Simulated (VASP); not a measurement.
A run of VASP 6.6.1 is set up as follows.

File INCAR:

```
PREC = Accurate ; ENCUT = 600
EDIFF = 1E-6 ; ISMEAR = -1
SIGMA = 0.05 ; LREAL = F
LASPH = T ; NELM = 100
ALGO = Fast ; ISIF = 3
LWAVE = F ; LCHARG = F
GGA = B5 ; ALDAX = 1.0
AGGAX = 1.0 ; AGGAC = 1.0
ALDAC = 0.0 ; IVDW = 13
VDW_S6 = 1.0 ; VDW_S8 = 2.34076671
VDW_A1 = 0.44488865 ; VDW_A2 = 4.0933009
IBRION = 2 ; NSW = 80
EDIFFG = -0.005
```

KPOINTS

```
Automatic mesh
0
Gamma
  8 8 8
```

POSCAR

```
Si
1.0
    0.0000000000      2.7218511865      2.7218511865
    2.7218511865      0.0000000000      2.7218511865
    2.7218511865      2.7218511865      0.0000000000
Si
2
Direct
    0.5000000000      0.5000000000      0.5000000000
    0.7500000000      0.7500000000      0.7500000000
```

Potentials or basis: VASP PAW PBE potentials, release 64 (Si).

Launch:

```console
$ cat potpaw_PBE.64/Si/POTCAR > POTCAR
$ mpirun -np 1 vasp_std > vasp.out
```

Predict the band gap on the k mesh.

0.84 eV, indirect (least direct gap 2.71 eV).

Estimate the space group after relaxing (to 0.05 Å).

Fd-3m (No. 227).

What does it give for the dispersion energy per atom?

-0.635 eV.

Step by step:
```csv
step,energy change (eV),largest force (eV/Å),pressure (GPa),volume (Å³)
1,0.0000,0.0000,-0.85,40.33
2,-0.0006,0.0000,0.53,39.71
3,-0.0010,0.0000,0.00,39.94
```

Caveat: the PAW data sets were made with another functional, which shifts forces and pressure a little. A k mesh can miss the band edges.
